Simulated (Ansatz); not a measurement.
`C[Si](Cl)(Cl)Cl` + `F[C](F)F`• → `[CH2][Si](Cl)(Cl)Cl`• + `FC(F)F`  (hydrogen abstraction from a C–H bond)

Calculated with Ansatz (gas phase, PBE0-D4/def2-TZVP geometries, no zero-point term in ΔE). CCSD(T)/CBS is the MP2 limit (def2-TZVPP, def2-QZVPP) plus CCSD(T) − MP2 in def2-TZVPP, frozen cores. This one scheme is used for every species. DFT in def2-TZVPP. B3LYP here is the variant with VWN-RPA as its local correlation; programs differ in this. Open shells (•) are unrestricted, without spin–orbit coupling.

`C[Si](Cl)(Cl)Cl`:

Z-matrix (Å, degrees):
```
C
Si 1 1.841
H 1 1.092 2 110.0
H 1 1.092 2 110.0 3 120.0
H 1 1.092 2 110.0 3 -120.0
Cl 2 2.039 1 110.7 3 180.0
Cl 2 2.039 1 110.7 3 -60.0
Cl 2 2.039 1 110.6 3 60.0
```

`F[C](F)F`•:

Z-matrix (Å, degrees):
```
C
F 1 1.313
F 1 1.313 2 111.4
F 1 1.313 2 111.4 3 125.1
```

`[CH2][Si](Cl)(Cl)Cl`•:

Z-matrix (Å, degrees):
```
Si
Cl 1 2.036
Cl 1 2.040 2 108.0
C 1 1.816 2 110.2 3 121.6
Cl 1 2.036 2 109.3 3 -117.2
H 4 1.084 1 121.7 2 -30.2
H 4 1.084 1 121.7 2 152.1
```

`FC(F)F`:

Cartesian coordinates in Å:
```
F 0.478 1.158 0.389
C 0.046 -0.037 -0.010
F -0.740 -0.540 0.938
F -0.675 0.123 -1.118
H 0.891 -0.704 -0.199
```

**Question.** Is it downhill or uphill in electronic energy at CCSD(T)/CBS, and by how much? (An estimate is asked.)

**Answer.** Ansatz gave: Downhill: ΔE = -4.1 kcal/mol.

**Question.** What do these levels give: PBE-D4, PBE0-D4, B3LYP-D4, r2SCANh-D4, B2PLYP, PBE-QIDH, BHLYP, RPA@PBE/def2-TZVPP, CCSD/def2-SVP, CCSD(T)/def2-SVP, HF/def2-QZVPP, MP2/def2-QZVPP? (Best estimate.)

**Answer.** Computed: PBE-D4 -0.2, PBE0-D4 -1.5, B3LYP-D4 -2.4, r2SCANh-D4 -2.0, B2PLYP -2.7, PBE-QIDH -2.5, BHLYP -4.3, RPA@PBE/def2-TZVPP -3.6, CCSD/def2-SVP -3.3, CCSD(T)/def2-SVP -2.6, HF/def2-QZVPP -6.3, MP2/def2-QZVPP -2.6 kcal/mol.

Largest T1 diagnostic among the species: 0.014.

At CCSD(T), def2-SVP lies +1.4 kcal/mol from the extrapolated value and def2-TZVPP +0.1 kcal/mol. In def2-TZVPP, CCSD(T) changes the Hartree–Fock value by +2.5 kcal/mol (the triples alone add +0.7 kcal/mol) and MP2 by +3.8 kcal/mol. From PBE to PBE0 (25 % exact exchange), in def2-TZVPP and without D4, ΔE moves by −1.4 kcal/mol.
